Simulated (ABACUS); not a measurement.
Nb:

```
CELL_PARAMETERS angstrom
0.00000 2.11500 2.11500
2.11500 0.00000 2.11500
2.11500 2.11500 0.00000
ATOMIC_POSITIONS crystal
Nb 0.00000 0.00000 0.00000
```

This isn't the form of Nb at room conditions, which is bcc.

| Item | Value |
| --- | --- |
| Program | ABACUS 3.10.1 |
| Task | single point |
| Functional | PBE |
| Potentials or basis | PseudoDojo NC SR 0.4.1 PBE standard |
| Cutoff | 1116 eV |
| Density cutoff | 4463 eV |
| Basis | plane waves |
| k mesh | 11 × 11 × 11 |
| Occupations | fermi-dirac, width 0.05 eV |
| Spin | no spin polarisation |

On this cell: pressure -1.7 GPa; band gap on the k mesh none (metal or under the smearing width).

The same run follows on a disturbed copy (cell strained at random at fixed volume):

```
CELL_PARAMETERS angstrom
-0.04103 2.19338 2.10885
2.04640 0.04981 2.01800
2.12625 2.18239 -0.03004
ATOMIC_POSITIONS crystal
Nb 0.03008 0.99603 0.99978
```

Task: What does the disturbed cell give?

Result: The energy (extrapolated to zero smearing) moves by -19.2 meV/atom; pressure -2.0 GPa; band gap on the k mesh none (metal or under the smearing width).

Stress tensor (GPa, compression positive):
```
-2.66  0.44 -1.83
 0.44  2.64  0.99
-1.83  0.99 -6.06
```

The energy falls, though the first cell shows no forces: that form is unstable against this distortion, unless noise or another electronic state is at work.
